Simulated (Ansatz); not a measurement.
# NaH: pressure against volume, fitted

```yaml
crystal:
  lattice:
    - [0.00000, 2.44000, 2.44000]
    - [2.44000, 0.00000, 2.44000]
    - [2.44000, 2.44000, 0.00000]
  atoms:
    - { symbol: Na, position: [0.00000, 0.00000, 0.00000] }
    - { symbol: H, position: [0.50000, 0.50000, 0.50000] }
```

Atom numbers follow the list: Na1, H2.

The cell is COD entry 9008680, as deposited and not checked against the literature; nothing was relaxed.

Level of theory: Ansatz 0.2.0, DFT, PBEsol, all-electron LAPW, scalar-relativistic.

The runs use a Γ-centred 9×9×9 k mesh, Fermi–Dirac smearing of 0.03 eV, basis error target 1 meV/atom, no spin polarisation.

The cell is scaled evenly. Fractional coordinates are held (clamped ions).

```
V (Å³/atom)  P (GPa)
     13.655     0.17
     13.946    -0.33
     14.236    -0.78
     14.382    -0.99
     14.527    -1.19
     14.672    -1.38
     14.817    -1.56
     15.108    -1.89
```

(1) Fit a third-order Birch–Murnaghan curve to the pressures.

(2) Predict the pressure at the withheld volume, 15.398 Å³/atom.

Answers

(1) P = (3B0/2)(y^(7/2) − y^(5/2))[1 + (3/4)(B0′ − 4)(y − 1)] with y = (V0/V)^(2/3) fits within 0.01 GPa for V0 = 13.751 Å³/atom, B0 = 24.1 GPa and B0′ = 3.84.

(2) There y = 0.9273, so the fit gives -2.19 GPa; the run gave -2.20 GPa.
